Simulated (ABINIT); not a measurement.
Crystal: Ca.

```
CELL_PARAMETERS angstrom
-2.09649 2.10173 2.44535
2.09649 -2.10173 2.44535
2.09649 2.10173 -2.44535
ATOMIC_POSITIONS crystal
Ca 0.50000 0.50000 0.00000
```

This isn't the form of Ca at room conditions, which is fcc.

| Quantity | Value |
| --- | --- |
| Program | ABINIT 10.8.3 (patched build) |
| Task | single point |
| Functional | PBE |
| Potentials or basis | JTH PAW PBE v2.0 |
| Cutoff | 517 eV |
| k mesh | 9 × 9 × 9 |
| Occupations | fermi-dirac, width 0.05 eV |
| Spin | no spin polarisation |

On this cell: pressure -0.6 GPa; band gap on the k mesh none (metal or under the smearing width).

The same run follows on a disturbed copy (cell strained at random at fixed volume):

```xyz
1
Lattice="-2.0940 2.1278 2.4132 2.1709 -2.1264 2.4779 2.0334 2.0659 -2.4119" Properties=species:S:1:pos:R:3 pbc="T T T"
Ca    0.0645   -0.0091    2.4755
```

Task: What changes?

Result: The energy (extrapolated to zero smearing) moves by +2.5 meV/atom; pressure -0.6 GPa; band gap on the k mesh none (metal or under the smearing width).

Stress tensor (GPa, compression positive):
```
-0.69  0.28 -0.42
 0.28 -0.62 -0.05
-0.42 -0.05 -0.35
```
